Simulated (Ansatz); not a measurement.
**Sc (fcc): a workflow**

Computed with Ansatz (plane waves, PAW, 420 eV cutoff): HSE06, scalar-relativistic, no spin polarisation, Γ-centred 8×8×8 mesh, 0.05 eV Gaussian smearing. The datasets are Ansatz's generated set soft_2.

At room temperature and ambient pressure Sc is hcp.

The start:

```
Sc
1.0
     0.00000    2.32174    2.32174
     2.32174    0.00000    2.32174
     2.32174    2.32174    0.00000
Sc
1
Cartesian
  0.0000 0.0000 0.0000
```

The runs in order:

| run | level | k-mesh | kind | V (Å³/atom) | P (GPa) | E − E(final) (meV/atom) | gap on the mesh (eV) |
| --- | --- | --- | --- | --- | --- | --- | --- |
| 1 | PBE | 8×8×8 | fixed cell | 25.03 | -0.7 | – | metal |
| 2 | PBE | 8×8×8 | fixed cell | 24.91 | -0.5 | – | metal |
| 3 | PBE | 8×8×8 | fixed cell | 24.67 | 0.0 | – | metal |
| 4 | HSE06 | 8×8×8 | fixed cell | 24.67 | 1.9 | 4.6 | metal |
| 5 | HSE06 | 8×8×8 | fixed cell | 24.98 | 1.1 | 1.6 | metal |
| 6 | HSE06 | 8×8×8 | fixed cell | 25.46 | 0.0 | 0.0 | metal |

The volume is at zero pressure for this level.

The final structure (symmetry read at 0.01 Å). The structure is cubic, space group Fm-3m (No. 225). The conventional cell has a = 4.670 Å, b = 4.670 Å, c = 4.670 Å, α = 90.00°, β = 90.00°, γ = 90.00°. Around Sc (site symmetry m-3m) lie 12 Sc at 3.30 Å. (Shells end 15 % past the nearest neighbour.)

- At the final geometry the gap, band path included, is zero (metallic).
- The runs in the table took roughly 1.6 core-minutes.

**Why it comes out so.**

The calculation's cell holds 11 valence electrons, an odd number. Without magnetic order each band takes two, so one stays part-filled and the crystal must be a metal. (Only strong correlation, outside this picture, could make a Mott insulator of it.)

Pressures of hybrids are less tightly converged. For a metal under a hybrid functional this mesh is coarse.
